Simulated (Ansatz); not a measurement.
A strain series on ZrO₂ (started from an entry of an open crystallographic database) with r2SCAN in Ansatz; the unstrained cell is the r2SCAN minimum. No spin polarisation and no zero-point or thermal motion.

Input of the unstrained run:
```yaml
crystal:
  lattice:
    - [3.6010266379, 0.0, 0.0]
    - [0.0, 3.6010266379, 0.0]
    - [0.0, 0.0, 5.227183601]
  atoms:
    - { symbol: Zr, position: [0.0, 0.0, 0.0] }
    - { symbol: Zr, position: [0.5, 0.5, 0.5] }
    - { symbol: O, position: [0.0, 0.5, 0.1969684769] }
    - { symbol: O, position: [0.0, 0.5, 0.6969684769] }
    - { symbol: O, position: [0.5, 0.0, 0.3030315231] }
    - { symbol: O, position: [0.5, 0.0, 0.8030315231] }
kpoints:
  mp_grid: { grid: [8, 8, 6] }
  band_path:
    path:
      - [0.0, 0.0, 0.0]
      - [0.0, 0.5, 0.0]
      - [0.5, 0.5, 0.0]
      - [0.0, 0.0, 0.5]
      - [0.0, 0.5, 0.5]
      - [0.5, 0.5, 0.5]
      - [0.223958, 0.223958, 0.0]
    npoints: 1
hamiltonian:
  xc: r2scan
scf:
  occupations: { method: fixed }
  n_extra_bands: 5
output:
  forces: true
  stress: true
  eigenvalues: true
```

Its main results, and the levels near the gap at the points of the path (eV from the Fermi energy, bands numbered from 0, names kept under strain):
```
Crystal: 6 atoms, lattice volume = 67.783 Å³
Basis set: ecut = 500 eV, 1739 PW (Γ)
Symmetry: 16 space group operations
Space group: P42/nmc (ITA 137)
k-points: 60 of 384
Free energy (F): -10676.295866 eV
Fermi energy:    10.746971 eV
--- Forces (eV/Å), atoms counted from 1 ---
  atom   1  Zr      0.00000      0.00000      0.00000
  atom   2  Zr      0.00000      0.00000      0.00000
  atom   3  O       0.00000      0.00000    -0.00268
  atom   4  O       0.00000      0.00000    -0.00268
  atom   5  O       0.00000      0.00000      0.00268
  atom   6  O       0.00000      0.00000      0.00268
--- Stress (GPa, compression-positive) ---
        0.041643       0.000000       0.000000
        0.000000       0.041643       0.000000
        0.000000       0.000000       0.009859
  P = ⅓ Tr σ = 0.0310 GPa (0.310 kbar)
```
```tsv
point	band_21	band_22	band_23	band_24	band_25	band_26
Γ	-0.153	-0.105	-0.105	4.605	5.106	5.789
X	-1.441	-0.115	-0.115	4.975	4.975	5.933
M	-0.804	-0.419	-0.419	5.665	5.665	5.998
Z	-0.556	-0.022	-0.022	5.146	5.146	5.767
R	-1.310	-0.850	-0.850	5.080	5.080	5.411
A	-1.468	-0.075	-0.075	5.690	5.690	6.224
(0.224,0.224,0)	-0.362	-0.166	0.006	5.402	5.561	5.674
```

Uniaxial -3.01 % along y, other directions held. The input changes in these blocks:
```yaml
crystal:
  lattice:
    - [3.6010266379, 0.0, 0.0]
    - [0.0, 3.4926357361, 0.0]
    - [0.0, 0.0, 5.227183601]
  atoms:
    - { symbol: Zr, position: [0.0, 0.0, -0.002054004] }
    - { symbol: Zr, position: [0.5, 0.5, 0.502054004] }
    - { symbol: O, position: [0.0, 0.5, 0.2024486981] }
    - { symbol: O, position: [0.0, 0.5, 0.6992582584] }
    - { symbol: O, position: [0.5, 0.0, 0.2975513019] }
    - { symbol: O, position: [0.5, 0.0, 0.8007417416] }
kpoints:
  mp_grid: { grid: [8, 8, 6] }
  band_path:
    path:
      - [0.0, 0.0, 0.0]
      - [0.0, 0.5, 0.0]
      - [0.5, 0.5, 0.0]
      - [0.0, 0.0, 0.5]
      - [0.0, 0.5, 0.5]
      - [0.5, 0.5, 0.5]
    npoints: 1
```

```
Crystal: 6 atoms, lattice volume = 65.743 Å³
Basis set: ecut = 500 eV, 1679 PW (Γ)
Symmetry: 8 space group operations
Space group: Pmmn (ITA 59)
k-points: 100 of 384
Free energy (F): -10676.218528 eV
Fermi energy:    11.341081 eV
--- Forces (eV/Å), atoms counted from 1 ---
  atom   1  Zr      0.00000      0.00000      0.00035
  atom   2  Zr      0.00000      0.00000    -0.00035
  atom   3  O       0.00000      0.00000      0.00077
  atom   4  O       0.00000      0.00000      0.00442
  atom   5  O       0.00000      0.00000    -0.00077
  atom   6  O       0.00000      0.00000    -0.00442
--- Stress (GPa, compression-positive) ---
        7.421741       0.000000       0.000000
        0.000000      12.461241       0.000000
        0.000000       0.000000       2.385540
  P = ⅓ Tr σ = 7.4228 GPa (74.228 kbar)
```
```tsv
point	band_21	band_22	band_23	band_24	band_25	band_26
Γ	-0.386	-0.206	-0.078	4.671	5.079	5.720
X	-1.551	-0.382	-0.382	5.176	5.176	5.900
M	-1.139	-0.370	-0.370	5.798	5.798	5.881
Z	-0.555	-0.132	0.000	5.188	5.240	5.700
R	-1.465	-0.955	-0.955	5.223	5.223	5.304
A	-1.444	-0.058	-0.058	5.854	5.854	6.111
```

r2SCAN: the gap goes from 4.599 to 4.671 eV (+0.072 eV); the edges go from Γ–M (0.45) → Γ to Z → Γ.

Epitaxial -0.97 % in the xy plane, free normal strain +0.44 %. The input changes in these blocks:
```yaml
crystal:
  lattice:
    - [3.5660966795, 0.0, 0.0]
    - [0.0, 3.5660966795, 0.0]
    - [0.0, 0.0, 5.2503918778]
  atoms:
    - { symbol: Zr, position: [0.0, 0.0, 0.0] }
    - { symbol: Zr, position: [0.5, 0.5, 0.5] }
    - { symbol: O, position: [0.0, 0.5, 0.1980513138] }
    - { symbol: O, position: [0.0, 0.5, 0.6980513138] }
    - { symbol: O, position: [0.5, 0.0, 0.3019486862] }
    - { symbol: O, position: [0.5, 0.0, 0.8019486862] }
kpoints:
  mp_grid: { grid: [8, 8, 6] }
  band_path:
    path:
      - [0.0, 0.0, 0.0]
      - [0.0, 0.5, 0.0]
      - [0.5, 0.5, 0.0]
      - [0.0, 0.0, 0.5]
      - [0.0, 0.5, 0.5]
      - [0.5, 0.5, 0.5]
      - [0.0, 0.0, 0.494792]
    npoints: 1
output:
  forces: true
  stress: true
  eigenvalues: true
  write_density: true
  write_potential: true
  elf: true
  volumetric_format: npy
```

```
Crystal: 6 atoms, lattice volume = 66.769 Å³
Basis set: ecut = 500 eV, 1707 PW (Γ)
Symmetry: 16 space group operations
Space group: P42/nmc (ITA 137)
k-points: 60 of 384
Free energy (F): -10676.272142 eV
Fermi energy:    11.000443 eV
--- Forces (eV/Å), atoms counted from 1 ---
  atom   1  Zr      0.00000      0.00000      0.00000
  atom   2  Zr      0.00000      0.00000      0.00000
  atom   3  O       0.00000      0.00000      0.00042
  atom   4  O       0.00000      0.00000      0.00042
  atom   5  O       0.00000      0.00000    -0.00042
  atom   6  O       0.00000      0.00000    -0.00042
--- Stress (GPa, compression-positive) ---
        5.824063       0.000000       0.000000
        0.000000       5.824063       0.000000
        0.000000       0.000000       0.040464
  P = ⅓ Tr σ = 3.8962 GPa (38.962 kbar)
```
```tsv
point	band_21	band_22	band_23	band_24	band_25	band_26
Γ	-0.283	-0.077	-0.077	4.704	5.142	5.863
X	-1.484	-0.215	-0.215	5.077	5.077	5.990
M	-0.982	-0.380	-0.380	5.784	5.784	5.996
Z	-0.539	0.000	0.000	5.235	5.235	5.786
R	-1.337	-0.874	-0.874	5.147	5.147	5.436
A	-1.410	-0.026	-0.026	5.828	5.828	6.214
(0,0,0.495)	-0.539	0.000	0.000	5.225	5.244	5.780
```

r2SCAN: the gap goes from 4.599 to 4.704 eV (+0.105 eV); the edges go from Γ–M (0.45) → Γ to Z → Γ.

Another run changes these blocks:
```yaml
crystal:
  lattice:
    - [3.426376846, 0.0, 0.0]
    - [0.0, 3.426376846, 0.0]
    - [0.0, 0.0, 4.9736651964]
  atoms:
    - { symbol: Zr, position: [0.0, 0.0, 0.0] }
    - { symbol: Zr, position: [0.5, 0.5, 0.5] }
    - { symbol: O, position: [0.0, 0.5, 0.2296410666] }
    - { symbol: O, position: [0.0, 0.5, 0.7296410666] }
    - { symbol: O, position: [0.5, 0.0, 0.2703589334] }
    - { symbol: O, position: [0.5, 0.0, 0.7703589334] }
kpoints:
  mp_grid: { grid: [8, 8, 6] }
  band_path:
    path:
      - [0.0, 0.0, 0.0]
      - [0.0, 0.5, 0.0]
      - [0.5, 0.5, 0.0]
      - [0.0, 0.0, 0.5]
      - [0.0, 0.5, 0.5]
      - [0.5, 0.5, 0.5]
    npoints: 1
output:
  forces: true
  stress: true
  eigenvalues: true
  write_density: true
  write_potential: true
  elf: true
  volumetric_format: npy
```

```
Crystal: 6 atoms, lattice volume = 58.391 Å³
Basis set: ecut = 500 eV, 1475 PW (Γ)
Symmetry: 16 space group operations
Space group: P42/nmc (ITA 137)
k-points: 60 of 384
Free energy (F): -10675.237888 eV
Fermi energy:    13.794809 eV
--- Forces (eV/Å), atoms counted from 1 ---
  atom   1  Zr      0.00000      0.00000      0.00000
  atom   2  Zr      0.00000      0.00000      0.00000
  atom   3  O       0.00000      0.00000    -0.00013
  atom   4  O       0.00000      0.00000    -0.00013
  atom   5  O       0.00000      0.00000      0.00013
  atom   6  O       0.00000      0.00000      0.00013
--- Stress (GPa, compression-positive) ---
       45.418731       0.000000       0.000000
        0.000000      45.418731       0.000000
        0.000000       0.000000      33.601970
  P = ⅓ Tr σ = 41.4798 GPa (414.798 kbar)
```
```tsv
point	band_21	band_22	band_23	band_24	band_25	band_26
Γ	-0.422	-0.422	-0.386	4.522	4.579	4.911
X	-2.165	-0.628	-0.628	5.017	5.017	6.028
M	-1.463	0.000	0.000	5.105	5.105	6.111
Z	-0.528	-0.363	-0.363	5.224	5.224	5.430
R	-1.693	-1.583	-1.583	5.149	5.149	5.183
A	-1.393	-0.103	-0.103	5.642	5.642	6.080
```

Q: Which strain is this, and what did it do?

A: Isotropic -4.85 % on every length, atoms relaxed again. r2SCAN: the gap goes from 4.599 to 4.522 eV (-0.077 eV); the edges go from Γ–M (0.45) → Γ to M → Γ.
